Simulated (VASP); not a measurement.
A run of VASP 6.6.1 is set up as follows.

INCAR

```
SYSTEM = CoSi
ALGO = Normal
EDIFF = 1E-7
EDIFFG = -0.005
ENCUT = 600
IBRION = 2
ISIF = 3
ISMEAR = 1
KPAR = 4
LASPH = .True.
LCHARG = .False.
LREAL = .False.
LWAVE = .False.
NELM = 80
NSW = 90
PREC = Accurate
SIGMA = 0.1
```

Contents of KPOINTS:

```
k-points
0
Gamma
  8 8 8
  0 0 0
```

File POSCAR:

```
CoSi                                    
1.0
    4.3521433088     -0.0000000000      0.0000000000
    0.0000000000      4.3521433088     -0.0000000000
   -0.0000000000     -0.0000000000      4.3521433088
  Co              Si            
     4     4
Direct
     0.1457780586280111    0.1457780586280111    0.1457780586280111
     0.3542219413719889    0.8542219413719888    0.6457780586280112
     0.6457780586280112    0.3542219413719889    0.8542219413719888
     0.8542219413719888    0.6457780586280112    0.3542219413719889
     0.8431630900628821    0.8431630900628821    0.8431630900628821
     0.6568369099371179    0.1568369099371178    0.3431630900628821
     0.3431630900628821    0.6568369099371179    0.1568369099371178
     0.1568369099371178    0.3431630900628821    0.6568369099371179
```

Potentials or basis: VASP PAW LDA potentials, release 64 (Co, Si).

The run is started by

```bash
$ cat potpaw_LDA.64/Co/POTCAR potpaw_LDA.64/Si/POTCAR > POTCAR
$ mpirun -np 4 vasp_std > vasp.out
```

Problem. Estimate the relaxed cell.

Solution. a = 4.353 Å, b = 4.353 Å, c = 4.353 Å, α = 90.00°, β = 90.00°, γ = 90.00°.

Problem. Estimate the space group after relaxing (to 0.05 Å).

Solution. P2_13 (No. 198).

Problem. Estimate the band gap on the k mesh.

Solution. None (metal or under the smearing width).

Final structure:
```
Co Si
1.0
     4.35266    0.00000    0.00000
     0.00000    4.35266    0.00000
     0.00000    0.00000    4.35266
Co Si
4 4
Direct
  0.14579 0.14579 0.14579
  0.35421 0.85421 0.64579
  0.64579 0.35421 0.85421
  0.85421 0.64579 0.35421
  0.84313 0.84313 0.84313
  0.65687 0.15687 0.34313
  0.34313 0.65687 0.15687
  0.15687 0.34313 0.65687
```

Spin polarisation is off, so any magnetic state and its effect on volume and gap are missing.
